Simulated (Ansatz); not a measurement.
**Residual resistivity of an alloy: Al(111) with 4 layers of random Al-Rh, 2x2**

Wanted: resistance against the alloy's length, first Al(111) with 4 layers of random Al-Rh, 2x2.

Main program and level: Ansatz 0.2.0; Ansatz plane-wave DFT, PBE, PAW files; ballistic transport by layer matching (Landauer), zero bias; PAW set soft_1.

Report form: the programs' logs are mostly left out.

## 1. Starting point

The cell holds 40 atoms: 38 Al and 2 Rh. Cell: a = 5.725 Å, b = 5.725 Å, c = 23.429 Å, α = 93.5°, β = 86.5°, γ = 120.0°. It derives from Al. Regions: lead, 24 atoms (24 Al); scattering region, 16 atoms (14 Al and 2 Rh). The structure is stacked along c, and the current runs across the ab planes.

## 2. With 4 alloy layers

In 4 layers a share of 0.125 of the sites is given to Rh at random. The layers about the cell's end stay perfect and serve as the lead. Energies from -0.05 to 0.05 eV in steps of 0.05 eV are too few for the program's thermal sum, so it prints no conductance; for a metal the transmission near the Fermi level serves, at a fraction of the cost.

input.yaml

```yaml
crystal:
  lattice:
    - [5.7246940741, 0.0, 0.0]
    - [-2.862347037, 4.957730497, 0.0]
    - [1.4311735185, -0.8262884162, 23.3709656917]
  atoms:
    - { symbol: Al, position: [0.9916666667, 0.0083333333, 0.05] }
    - { symbol: Al, position: [0.9916666667, 0.5083333333, 0.05] }
    - { symbol: Al, position: [0.4916666667, 0.0083333333, 0.05] }
    - { symbol: Al, position: [0.4916666667, 0.5083333333, 0.05] }
    - { symbol: Al, position: [0.1416666667, 0.3583333333, 0.15] }
    - { symbol: Al, position: [0.1416666667, 0.8583333333, 0.15] }
    - { symbol: Al, position: [0.6416666667, 0.3583333333, 0.15] }
    - { symbol: Al, position: [0.6416666667, 0.8583333333, 0.15] }
[... 28 atom lines left out ...]
    - { symbol: Al, position: [0.8416666667, 0.1583333333, 0.95] }
    - { symbol: Al, position: [0.8416666667, 0.6583333333, 0.95] }
    - { symbol: Al, position: [0.3416666667, 0.1583333333, 0.95] }
    - { symbol: Al, position: [0.3416666667, 0.6583333333, 0.95] }
kpoints:
  mp_grid: { grid: [5, 5, 1] }
hamiltonian:
  xc: pbe
  pseudopotentials: { kind: paw, azcp: { folder: soft_1 } }
scf:
  occupations: { method: fermi_dirac, width: 0.1 }
output:
  transmission:
    leads: [[0, 4]]
    kmesh: [10, 10]
    e_range: [-0.05, 0.05]
    de: 0.05
  write_potential: true
  write_density: true
  volumetric_format: npy
```

Started as:

```bash
ansatz run input.yaml --threads 8 --pin off --max-ram 15360MiB --backend cpu --events-out ev --progress --plain --runs-dir out
```

Wall time 88 s (8 threads of AMD EPYC 7B13 (Zen 3), shared host); peak memory 3.5 GiB.

This step gave:

- free energy: -33234.0352 eV
- energy at zero smearing: -33233.7326 eV
- Fermi energy: 8.405 eV
- cell area: 28.38 Å²
- transmission per spin nearest the Fermi level: 3.111
- open channels per spin nearest the Fermi level: 5.41
- step of the lead's potential: 22.4 meV

Per spin. Transmission, zone mean against energy, zero at the Fermi level:

| energy (eV) | transmission, zone mean |
| --- | --- |
| -0.0500 | 3.07 |
| 0.0000 | 3.11 |
| 0.0500 | 3.16 |

Per spin. Open channels, zone mean, lead against energy, zero at the Fermi level:

| energy (eV) | open channels, zone mean, lead |
| --- | --- |
| -0.0500 | 5.29 |
| 0.0000 | 5.41 |
| 0.0500 | 5.59 |

Transmission over k1 and k2. At 0.0000 eV from the Fermi level.

Ten even steps from '0' (2.36) to '9' (4.07):
```
3993366200
1948655200
2384325522
7363302556
5652030256
7655203363
2225523483
1002556849
3002663399
0312757213
```
Columns: k1 (b1) from -0.5 to 0.4; rows upwards: k2 (b2) from -0.5 to 0.4.

Open channels over k1 and k2. At 0.0000 eV from the Fermi level.

Ten even steps from '0' (3.00) to '9' (7.00):
```
5775775020
2759957222
2599999520
5799779975
2759797957
5579977997
2025999995
2222759957
5020577577
2522525225
```
Columns: k1 (b1) from -0.5 to 0.4; rows upwards: k2 (b2) from -0.5 to 0.4.

Over the solved energies the transmission per spin lies between 3.07 and 3.16, out of 5.43 channels of the lead on average (up to 5.59).

## 3. With 8 alloy layers

In 8 layers a share of 0.125 of the sites is given to Rh at random. A fresh draw is used; the growth of the resistance with length is what counts.

System of this step: Al(111) with 8 layers of random Al-Rh, 2x2. The cell holds 56 atoms: 52 Al and 4 Rh. Its edges and angles: a = 5.725 Å, b = 5.725 Å, c = 32.761 Å, α = 87.5°, β = 92.5°, γ = 120.0°. It derives from Al. Regions: lead, 24 atoms (24 Al); scattering region, 32 atoms (28 Al and 4 Rh). The structure is stacked along c, and the current runs across the ab planes.

input.yaml

```yaml
crystal:
  lattice:
    - [5.7246940741, 0.0, 0.0]
    - [-2.862347037, 4.957730497, 0.0]
    - [-1.4311735185, 0.8262884162, 32.7193519684]
  atoms:
    - { symbol: Al, position: [0.005952381, 0.994047619, 0.0357142857] }
    - { symbol: Al, position: [0.005952381, 0.494047619, 0.0357142857] }
    - { symbol: Al, position: [0.505952381, 0.994047619, 0.0357142857] }
    - { symbol: Al, position: [0.505952381, 0.494047619, 0.0357142857] }
    - { symbol: Al, position: [0.1845238095, 0.3154761905, 0.1071428571] }
    - { symbol: Al, position: [0.1845238095, 0.8154761905, 0.1071428571] }
    - { symbol: Al, position: [0.6845238095, 0.3154761905, 0.1071428571] }
    - { symbol: Al, position: [0.6845238095, 0.8154761905, 0.1071428571] }
[... 44 atom lines left out ...]
    - { symbol: Al, position: [0.3273809524, 0.1726190476, 0.9642857143] }
    - { symbol: Al, position: [0.3273809524, 0.6726190476, 0.9642857143] }
    - { symbol: Al, position: [0.8273809524, 0.1726190476, 0.9642857143] }
    - { symbol: Al, position: [0.8273809524, 0.6726190476, 0.9642857143] }
kpoints:
  mp_grid: { grid: [5, 5, 1] }
hamiltonian:
  xc: pbe
  pseudopotentials: { kind: paw, azcp: { folder: soft_1 } }
scf:
  occupations: { method: fermi_dirac, width: 0.1 }
output:
  transmission:
    leads: [[0, 4]]
    kmesh: [10, 10]
    e_range: [-0.05, 0.05]
    de: 0.05
  write_potential: true
  write_density: true
  volumetric_format: npy
```

Run time: 2.2 min. Hardware: 8 threads; peak memory 5.5 GiB; 14 min of CPU time.

Numbers from this step:

```
free energy                                    : -53568.9054 eV
energy at zero smearing                        : -53568.5247 eV
Fermi energy                                   : 8.631 eV
transmission per spin nearest the Fermi level  : 1.846
open channels per spin nearest the Fermi level : 5.59
step of the lead's potential                   : 11.1 meV
```

Per spin. The transmission, zone mean by energy, zero at the Fermi level:

| energy (eV) | transmission, zone mean |
| --- | --- |
| -0.0500 | 1.84 |
| 0.0000 | 1.85 |
| 0.0500 | 1.85 |

Over the solved energies the transmission per spin lies between 1.84 and 1.85, out of 5.47 channels of the lead on average (up to 5.59).

## 4. With 12 alloy layers

In 12 layers a share of 0.125 of the sites is given to Rh at random. A fresh draw is used; the growth of the resistance with length is what counts.

System of this step: Al(111) with 12 layers of random Al-Rh, 2x2. The cell holds 72 atoms: 66 Al and 6 Rh. Cell: a = 5.725 Å, b = 5.725 Å, c = 42.068 Å, α = 90.0°, β = 90.0°, γ = 120.0°. It derives from Al. Regions: lead, 24 atoms (24 Al); scattering region, 48 atoms (42 Al and 6 Rh). The structure is stacked along c, and the current runs across the ab planes.

input.yaml

```yaml
crystal:
  lattice:
    - [5.7246940741, 0.0, 0.0]
    - [-2.862347037, 4.957730497, 0.0]
    - [0.0, 0.0, 42.0677382451]
  atoms:
    - { symbol: Al, position: [0.0, 0.0, 0.0277777778] }
    - { symbol: Al, position: [0.0, 0.5, 0.0277777778] }
    - { symbol: Al, position: [0.5, 0.0, 0.0277777778] }
    - { symbol: Al, position: [0.5, 0.5, 0.0277777778] }
    - { symbol: Al, position: [0.1666666667, 0.3333333333, 0.0833333333] }
    - { symbol: Al, position: [0.1666666667, 0.8333333333, 0.0833333333] }
    - { symbol: Al, position: [0.6666666667, 0.3333333333, 0.0833333333] }
    - { symbol: Al, position: [0.6666666667, 0.8333333333, 0.0833333333] }
[... 60 atom lines left out ...]
    - { symbol: Al, position: [0.3333333333, 0.1666666667, 0.9722222222] }
    - { symbol: Al, position: [0.3333333333, 0.6666666667, 0.9722222222] }
    - { symbol: Al, position: [0.8333333333, 0.1666666667, 0.9722222222] }
    - { symbol: Al, position: [0.8333333333, 0.6666666667, 0.9722222222] }
kpoints:
  mp_grid: { grid: [5, 5, 1] }
hamiltonian:
  xc: pbe
  pseudopotentials: { kind: paw, azcp: { folder: soft_1 } }
scf:
  occupations: { method: fermi_dirac, width: 0.1 }
output:
  transmission:
    leads: [[0, 4]]
    kmesh: [10, 10]
    e_range: [-0.05, 0.05]
    de: 0.05
  write_potential: true
  write_density: true
  volumetric_format: npy
```

The job ended after 4.7 min (8 threads; peak memory 9.5 GiB).

Numbers from this step:

| Item | Value |
| --- | --- |
| free energy | -73902.5913 eV |
| energy at zero smearing | -73902.0654 eV |
| Fermi energy | 8.742 eV |
| transmission per spin nearest the Fermi level | 1.370 |
| step of the lead's potential | 18.5 meV |

Per spin. Table of transmission, zone mean by energy, zero at the Fermi level:

| energy (eV) | transmission, zone mean |
| --- | --- |
| -0.0500 | 1.36 |
| 0.0000 | 1.37 |
| 0.0500 | 1.39 |

Over the solved energies the transmission per spin lies between 1.36 and 1.39, out of 5.53 channels of the lead on average (up to 5.59).

## 5. The fit

This step: Ansatz plane-wave DFT, PBE, PAW files; ballistic transport by layer matching (Landauer), zero bias; residual resistivity from the slope of the area resistance, atoms on the host's lattice; PAW set soft_1 (Ansatz 0.2.0).

This step gave:

| Item | Value |
| --- | --- |
| resistivity | 80.40 µΩ cm |
| intercept | -0.2300 fΩ m² |
| scatter about the fit | 0.02852 fΩ m² |

Resistance, by row:

| run | length (Å) | T | channels N | RA (fΩ m²) |
| --- | --- | --- | --- | --- |
| n4 | 9.348 | 3.115 | 5.43 | 0.5014 |
| n8 | 18.7 | 1.847 | 5.47 | 1.313 |
| n12 | 28.05 | 1.373 | 5.53 | 2.005 |

Area resistance against length of the alloy:

| length of the alloy (Å) | area resistance (fΩ m²) |
| --- | --- |
| 9.35 | 0.501 |
| 18.70 | 1.31 |
| 28.05 | 2.00 |

The area resistance goes from 0.50 to 2.0 fΩ m² between 9.3 and 28.0 Å, a slope of 80 µΩ cm.

By hand from the end points: (2.005 − 0.5014) fΩ m² / (28.05 − 9.35) Å = 80 µΩ cm, since 1 fΩ m² per Å is 1000 µΩ cm.

## 6. Results

```
resistivity from the slope  : 80.4 µΩ cm
area resistance over 9.35 Å : 0.501 fΩ m²
area resistance over 18.7 Å : 1.31 fΩ m²
area resistance over 28.0 Å : 2.00 fΩ m²
```

**Reading.** The slope gives 80 µΩ cm. The points scatter by 0.029 fΩ m² about the line, with one random draw a length in a 2x2 cell, so the slope is a rough value. The lead's own channel count moves between the runs (5.43, 5.47 and 5.53), which shifts RA and the slope too. Read with a model of isotropic scattering on a spherical Fermi surface and the lead's 1.5×10¹⁵ S/m², this slope means a mean free path near 6.3 Å; over these lengths the model's slope is within 3 % of its bulk resistivity. The draw over the shortest length came out nearly ordered, with 8 symmetry operations, so that point is a poor sample of a random alloy. The atoms sit on the host's lattice, so scattering by size misfit is left out.

[Logs are printed without paths, hosts, clocks, repeated set-up lines and the standing remarks that a program may print on its own settings, such as how far it seeks lower states.]

[Hosts, paths, dates, database ids (printed as entryN), source tags and the programs' standing remarks are cut or masked in the printed files.]
